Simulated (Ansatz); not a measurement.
# Te2Mo: computed properties

Level of theory: DFT PBE, scalar-relativistic, plane waves, PAW (Ansatz 0.2.0).

Plane waves to 420 eV, a k mesh through Γ of 12×12×2 on the computed 6-atom cell and Gaussian smearing (0.02 eV); no spin polarisation.

The structure is relaxed at this level of theory with its symmetry kept, and needn't be the ground state of this composition.

Space group P6_3/mmc (No. 194), hexagonal, a = 3.557 Å, c = 15.212 Å. Around Te lie 3 Mo at 2.74 Å; Mo has 6 Te at 2.74 Å.

| Property | Result |
| --- | --- |
| Volume per atom | 187.5 bohr³ |
| Formation energy from the elements' standard states (uncorrected) | -0.267 eV/atom |
| Kohn–Sham band gap | 0.95 eV, indirect from K to (0.193, 0.195, 0.000) |
| Orbital (Löwdin) character of the top 1 eV of the valence band | Mo 4d 56 %, Te 5p 40 % |
| Orbital (Löwdin) character of the lowest 1 eV of the conduction band | Mo 4d 66 %, Te 5p 28 % |
| Electron masses at the edge by direction of the standard setting (m_e; one valley, along these axes only; no spin-orbit coupling) | x: 0.69; y: 0.48; z: 0.63 |
| Hole masses at the edge by direction of the standard setting (m_e; one valley, along these axes only; no spin-orbit coupling) | x: 0.66; y: 0.66; z: 2.2 |
| Bader charge by site (e) | Te (4 in the cell) -0.31, Mo (2 in the cell) 0.61 |

Spin-orbit coupling is left out, which matters for the bands of heavy elements. The cell holds layers, chains or molecules and no dispersion correction was added, so their binding is poorly described.

It was relaxed from a cell as deposited in COD. Kohn–Sham gaps at this level usually fall short of measured ones. Löwdin shares on free-atom orbitals overweight diffuse shells in the empty bands.
